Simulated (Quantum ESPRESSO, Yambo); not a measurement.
# Quasiparticle gap of Sb (buckled honeycomb monolayer) in Yambo, part 2 of 3

Wanted: ground state, empty states, screening and self-energy for Sb (buckled honeycomb monolayer).

Quantum ESPRESSO 7.5 and Yambo 5.3.0; PBE and many-body steps on it, plane waves. Known limits of the many-body steps: not at the basis limit; no spin-orbit coupling.

So far. Step 2 (Ground state): The gap is indirect, with the least direct gap 0.26 eV higher. Step 3 (Bands along the symmetry lines): The gap is 1.297 eV, −0.017 eV from the run before at this level.

**4. Empty states on the mesh, 6×6×1 mesh, 164 bands**

Level of this step: DFT, PBE, plane waves, norm-conserving pseudopotentials (Quantum ESPRESSO).

The sums over transitions need many empty states on a uniform mesh; this step solves for them.

The input, pw.in:

```
&control
  calculation = 'nscf'
  prefix = 'x'
  outdir = 'o'
  pseudo_dir = 'pseudo'
/
&system
  ibrav = 0
  nat = 2
  ntyp = 1
  ecutwfc = 88.0
  nbnd = 164
  force_symmorphic = .true.
/
&electrons
  conv_thr = 1e-9
  electron_maxstep = 80
  diago_full_acc = .true.
  diago_thr_init = 5e-6
/
ATOMIC_SPECIES
  Sb 121.76 Sb.upf
CELL_PARAMETERS angstrom
  4.1272254436 0.0000000001 0.0000000000
  -2.0636127219 3.5742820813 0.0000000000
  0.0000000000 0.0000000000 14.0000000000
ATOMIC_POSITIONS crystal
  Sb 0.3333333333 0.6666666667 0.4415848827
  Sb 0.6666666667 0.3333333333 0.5584151173
K_POINTS automatic
  6 6 1 0 0 0
```

Launch:

```
$ OMP_NUM_THREADS=1 mpirun -n 4 pw.x -nk 4 -in pw.in > pw.out
```

Output:

```text
[banner, memory and clock lines left out]
Program PWSCF v.7.5 starts

     Atomic positions and unit cell read from directory:
     o/x.save/

     Message from routine setup:
     using ibrav=0 with symmetry is DISCOURAGED, use correct ibrav instead

     G-vector sticks info

     bravais-lattice index     =            0
     lattice parameter (alat)  =       7.7993  a.u.
     unit-cell volume          =    1393.7076 (a.u.)^3
     number of atoms/cell      =            2
     number of atomic types    =            1
     number of electrons       =        46.00
     number of Kohn-Sham states=          164
     kinetic-energy cutoff     =      88.0000  Ry
     charge density cutoff     =     352.0000  Ry
     Exchange-correlation= PBE
                           (   1   4   3   4   0   0   0)

     celldm(1)=   7.799326  celldm(2)=   0.000000  celldm(3)=   0.000000
     celldm(4)=   0.000000  celldm(5)=   0.000000  celldm(6)=   0.000000

     crystal axes: (cart. coord. in units of alat)
               a(1) = (   1.000000   0.000000   0.000000 )
               a(2) = (  -0.500000   0.866025   0.000000 )
               a(3) = (   0.000000   0.000000   3.392109 )

     reciprocal axes: (cart. coord. in units 2 pi/alat)
               b(1) = (  1.000000  0.577350 -0.000000 )
               b(2) = ( -0.000000  1.154701  0.000000 )
               b(3) = (  0.000000 -0.000000  0.294802 )
     Pseudo is Norm-conserving + core correction, Zval = 23.0
     Generated using ONCVPSP code by D. R. Hamann
     Using radial grid of 1434 points,  6 beta functions with:
     Sb               23.00   121.76000     Sb( 1.00)

     12 Sym. Ops., with inversion, found

   Cartesian axes

     site n.     atom                  positions (alat units)
         1        Sb     tau(   1) = (  -0.0000000   0.5773503   1.4979042  )
         2        Sb     tau(   2) = (   0.5000000   0.2886751   1.8942051  )

     number of k points=     7
                       cart. coord. in units 2pi/alat
        k(    1) = (   0.0000000   0.0000000   0.0000000), wk =   0.0555556
        k(    2) = (  -0.0000000   0.1924501   0.0000000), wk =   0.3333333
        k(    3) = (  -0.0000000   0.3849002   0.0000000), wk =   0.3333333
        k(    4) = (   0.0000000  -0.5773503   0.0000000), wk =   0.1666667
        k(    5) = (   0.1666667   0.2886751   0.0000000), wk =   0.3333333
        k(    6) = (   0.1666667   0.4811252   0.0000000), wk =   0.6666667
        k(    7) = (   0.3333333   0.5773503   0.0000000), wk =   0.1111111

     Dense  grid:   155503 G-vectors     FFT dimensions: (  48,  48, 160)

     The potential is recalculated from file :
     o/x.save/charge-density

     Starting wfcs are   26 randomized atomic wfcs +  138 random wfcs

     Band Structure Calculation

     End of band structure calculation

          k = 0.0000 0.0000 0.0000 ( 19441 PWs)   bands (ev):

  -143.8141-143.8134 -96.7852 -96.7852 -96.7813 -96.7813 -96.7396 -96.7360
   -28.6434 -28.6434 -28.5729 -28.5729 -28.5295 -28.4680 -28.4680 -28.4333
   -28.3899 -28.3899 -11.3111  -6.3830  -0.6593  -0.0917  -0.0917   1.4860
     2.6985   2.6985   4.3309   4.4300   6.3186   7.2106   7.5753   8.0835
[...]
[... 9 further rows ...]
[...]
43.6169  44.3748  44.3748  44.7243

          k =-0.0000 0.1925 0.0000 ( 19426 PWs)   bands (ev):

  -143.8141-143.8135 -96.7853 -96.7851 -96.7815 -96.7812 -96.7394 -96.7361
[...]
[... 9 further rows ...]
[...]
44.2664  44.3081  44.8173  45.2386

          k =-0.0000 0.3849 0.0000 ( 19432 PWs)   bands (ev):

  -143.8140-143.8136 -96.7855 -96.7846 -96.7820 -96.7810 -96.7388 -96.7367
[...]
22.7203  23.9099  24.0660  24.0912  24.2881  24.3844  24.5677  24.9474
     [... 9 further rows ...]
    42.7501  43.0933  43.3486  43.6521  43.8572  44.0443  44.0811  44.2107
    44.2637  44.3983  44.7511  44.7632

          k = 0.0000-0.5774 0.0000 ( 19432 PWs)   bands (ev):

     [... further k-points ...]

     highest occupied, lowest unoccupied level (ev):    -0.0917    1.2219

     XML data file, pseudopotentials, collected wavefunctions
```

Wall time 52 s (4 MPI ranks of Arm Neoverse V2, shared host); peak memory 1.4 GiB; 3.5 min of CPU time.

Numbers from this step:

* gap: 1.314 eV
* k of the valence top: 0, 0, 0
* k of the conduction bottom: 0, 0.3333, 0
* least direct gap: 1.578 eV
* k points computed: 7
* lowest point of the top converged band, above the valence top: 44.72 eV

On this mesh the gap is 1.314 eV.

**5. Conversion and set-up**

This step: Yambo 5.3.0; conversion and set-up on PBE, plane waves, norm-conserving pseudopotentials.

The states are converted to the many-body program's format and the q mesh is built.

Launch:

```
$ (cd o/x.save; p2y > p2y.log; mv SAVE ../..); yambo > setup.log
```

Output:

```text
 Yambo, version 5.3.0

 [02] CORE Variables Setup
 =========================

  [02.01] Unit cells
  ==================

  Cell kind             :  HCP
  Atoms in the cell     :  Sb
  number of Sb atoms    :  2

  List of atomic masses
  Mass of Sb    :  121.7600

  List of atomic coordinates    : [cc]
  Sb1       : -0.51595E-09   4.5029       11.683      order 1
  Sb2       :   3.89966   2.25147  14.77352  order 2

  Alat factors          :   7.79933   6.75441  26.45617 [a.u.]
  Direct lattice volume :   1393.71    [a.u.]
  Direct lattice vectors:  A[ 1 ]  A[ 2 ]  A[ 3 ]
   A[ 1 ]:   1.0000      0.27978E-10   0.0000      [iru]
    7.7993      0.18897E-09   0.0000      [cc]
   A[ 2 ]: -0.500000  1.000000  0.000000  [iru]
  -3.899663  6.754414  0.000000  [cc]
   A[ 3 ]:  0.000000  0.000000  1.000000  [iru]
    0.00000   0.00000  26.45617  [cc]

  Recip. lattice volume :  0.177979 [a.u.]
  Recip. lattice vectors:  B[ 1 ]  B[ 2 ]  B[ 3 ]
   B[ 1 ]:  1.000000  0.500000  0.000000  [iku]
   0.805606  0.465117 -0.000000  [cc]
   B[ 2 ]: -0.27978E-10   1.0000       0.0000      [iku]
  -0.22539E-10  0.93023       0.0000      [cc]
   B[ 3 ]:  0.000000  0.000000  1.000000  [iku]
   0.000000 -0.000000  0.237494  [cc]

  [02.02] Symmetries
  ==================

  Inversion symmetry    : yes
  Spatial inversion     : yes
  Inversion index       :   7
  K-space Time-reversal : no
  Magnetic symmetries   : no
  Group table correct   : yes
  Symmetries units      :  [cc]

   [S  1]:   1.0000      0.11768E-27   0.0000     -0.21996E-16   1.0000       0.0000       0.0000       0.0000       1.0000
   [S  2]:   1.0000      0.48459E-10   0.0000      0.55955E-10  -1.0000       0.0000       0.0000       0.0000      -1.0000
   [S  3]: -0.500000  0.866025  0.000000 -0.866025 -0.500000  0.000000  0.000000  0.000000  1.000000
[...]
[S 11]:  0.500000  0.866025  0.000000  0.866025 -0.500000  0.000000  0.000000  0.000000  1.000000
   [S 12]:  0.500000 -0.866025  0.000000 -0.866025 -0.500000  0.000000  0.000000  0.000000  1.000000

  [02.03] Reciprocal space
  ========================

  nG shells         :   6835
  nG charge         :  155503
  nG WFs            :  22887
  nC WFs            :  19458
  G-vecs. in first 80 shells:  [ Number ]
     1    3    5    7   13   15   27   39   51
    53   65   67   79   85   97   99  111  123
   135  141  153  165  167  179  191  203  215
[...]
813   825   837   839   851   863   887   899
  ...
  Shell energy in first 80 shells:  [ mHa ]
[...]
4061.05      4118.18      4147.82      4345.24      4410.56      4493.72      4550.84      4599.05      4710.41
    4766.09      4833.58      4909.27      5143.08      5192.01      5198.76      5220.21      5275.89      5304.82
    5313.01      5359.05      5445.83      5527.54      5624.68      5643.24      5652.88      5698.92
  ...

[...]
K/Q-points units:
  rlu = crystal or reduced units; cc = cartesian coordinates; iku = interal k-units

  K [1]          [rlu]:  0.000000  0.000000  0.000000
         WF components:  19441
  K [2]          [rlu]: -0.16919E-26  0.16667       0.0000
         WF components:  19426
  K [3]          [rlu]: -0.33838E-26  0.33333       0.0000
         WF components:  19432
  K [4]          [rlu]:  0.18176E-26 -0.50000       0.0000
         WF components:  19432
  K [5]          [rlu]:  0.166667  0.166667  0.000000
         WF components:  19427
  K [6]          [rlu]:  0.166667  0.333333  0.000000
         WF components:  19416
  K [7]          [rlu]:  0.333333  0.333333  0.000000
         WF components:  19458

  [02.05] Energies & Occupations
  ==============================

  [X] === General ===
  [X] Electronic Temperature                        :  0.000000  0.000000 [eV K]
  [X] Bosonic    Temperature                        :  0.000000  0.000000 [eV K]
  [X] Finite Temperature mode                       : no
  [X] El. density                                   :  0.22273E+24 [cm-3]
  [X] Fermi Level                                   : -0.091652 [eV]

  [X] === Gaps and Widths ===
  [X] Conduction Band Min                           :  1.313505 [eV]
  [X] Valence Band Max                              :  0.000000 [eV]
  [X] Filled Bands                                  :  23
  [X] Empty Bands                                   :   24  164
  [X] Direct Gap                                    :  1.577658 [eV]
  [X] Direct Gap localized at k                     :  1
  [X] Indirect Gap                                  :  1.313505 [eV]
  [X] Indirect Gap between kpts                     :  1  3
  [X] Last valence band width                       :  1.770320 [eV]
  [X] 1st conduction band width                     :  0.892837 [eV]

  E @ K [1]:  [eV]
  -143.7225 -143.7218  -96.6936  -96.6936  -96.6896  -96.6896  -96.6480  -96.6443
[...]
occ @ K [1]
[...]
E @ K [2]:  [eV]
[...]
occ @ K [2]
[...]
E @ K [3]:  [eV]
[...]
occ @ K [3]
[...]
E @ K [4]:  [eV]
[...]
occ @ K [4]
[...]
E @ K [5]:  [eV]
[...]
occ @ K [5]
[...]
E @ K [6]:  [eV]
[...]
occ @ K [6]
[...]
E @ K [7]:  [eV]
[...]
occ @ K [7]
[...]
0.000000  0.000000  0.000000  0.000000  0.000000  0.000000  0.000000  0.000000
   0.000000  0.000000  0.000000  0.000000  0.000000  0.000000  0.000000  0.000000

 [03] Transferred momenta grid and indexing
 ==========================================

 IBZ Q-points                                      :   7
 BZ  Q-points                                      :   36

 K/Q-points units:
 rlu = crystal or reduced units; cc = cartesian coordinates; iku = interal k-units

 Q [1]          [rlu]:  0.000000  0.000000  0.000000
 Q [2]          [rlu]: -0.42332E-17  0.16667       0.0000
 Q [3]          [rlu]: -0.84664E-17  0.33333       0.0000
 Q [4]          [rlu]:  0.12700E-16 -0.50000       0.0000
 Q [5]          [rlu]:  0.166667  0.166667  0.000000
 Q [6]          [rlu]:  0.166667  0.333333  0.000000
 Q [7]          [rlu]:  0.333333  0.333333  0.000000

  [03.01] X indexes
  =================

   [03.01.01] Sigma indexes
   ========================

 [06] Game Over & Game summary
```

It took 2.3 s on 1 MPI rank; peak memory 0.26 GiB.

[end of part 2 of 3]

[Paths, hosts, dates, memory and timing lines, banners, echoed tables and standing remarks are left out of the program output.]

[Logs are printed without paths, hosts, clocks, repeated set-up lines and the standing remarks that a program may print on its own settings, such as how far it seeks lower states.]

[Runs of the session that timed out or met a known fault of the program may be left out.]

[Hosts, paths, dates, database ids (printed as entryN), source tags and the programs' standing remarks are cut or masked in the printed files.]
